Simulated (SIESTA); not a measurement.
The system is PbS (Galena).

```xyz
2
Lattice="0.0000 2.9657 2.9657 2.9657 0.0000 2.9657 2.9657 2.9657 0.0000" Properties=species:S:1:pos:R:3 pbc="T T T"
Pb    0.0000    0.0000    0.0000
S     2.9657    2.9657    2.9657
```

Base run:

| Quantity | Value |
| --- | --- |
| Program | SIESTA 5.4.2 |
| Functional | vdW-DF-cx |
| Potentials or basis | PseudoDojo 0.4 standard (PBE files) |
| Basis | DZP (energy shift 0.003 Ry; two zetas on semicore shells) |
| Grid cutoff | 500 Ry |
| Energy shift | 0.003 Ry |
| k mesh | 8 × 8 × 8 |
| Occupations | fermi-dirac, width 0.05 eV |
| Spin | no spin polarisation |

Its results: band gap on the k mesh 0.38 eV, direct; pressure 0.7 GPa.

Problem. The run is repeated on the same cell with these changes: functional from vdW-DF-cx to PBE. What comes out?

Solution. Band gap on the k mesh 0.41 eV, direct; pressure 3.0 GPa.

Caveats: spin-orbit coupling is left out, which as a rule narrows the gap of such compounds by several tenths of an eV; the basis of atomic orbitals isn't converged, which shifts pressures, moduli and gaps; the potentials were made for another functional, which shifts forces and pressure (some runs); the basis holds too few empty states to meet the f-sum rule, so the spectrum is short of weight at high energy (some runs).

Not every run made on this cell is shown here.
